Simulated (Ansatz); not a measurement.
TiC, 2 atoms in the cell. It takes space group Fm-3m (No. 225, cubic). Conventional cell: a = 4.331 Å, b = 4.331 Å, c = 4.331 Å, α = 90.00°, β = 90.00°, γ = 90.00°. Ti (site symmetry m-3m) is surrounded by 6 C at 2.17 Å. C (site symmetry m-3m) is surrounded by 6 Ti at 2.17 Å. The cell is a database's computed one.

| Quantity | Value |
| --- | --- |
| Program | Ansatz 0.2.0 |
| Task | band structure |
| Functional | HSE06 |
| Potentials or basis | Ansatz PAW |
| Cutoff | 420 eV (not typed: the program's choice for these potentials) |
| k mesh | 6 × 6 × 6 |
| Occupations | fermi-dirac, width 0.05 eV |
| Spin | no spin polarisation |
| Path | [["G", "X", "W", "K", "G", "L", "U", "W", "L", "K"], ["U", "X"]] |
| Points for each segment of the path | 4 |

Potentials or basis: Ansatz PAW.

The run is started by

```console
$ ansatz run input.yaml --threads 2 --pin off --max-ram 5632MiB --backend cpu --events-out ev --progress --plain --runs-dir out
```

Hardware: 2 threads of Intel(R) Xeon(R) Platinum 8259CL CPU @ 2.50GHz (Skylake/Cascade Lake), on a shared host.

How long does it take, and how much memory?

It took 2 min on 2 threads of Intel(R) Xeon(R) Platinum 8259CL CPU @ 2.50GHz (Skylake/Cascade Lake), with other jobs on the host, peak memory 0.78 GiB. Counts: scf iterations 17, plane waves 411, k points 16, bands 14.
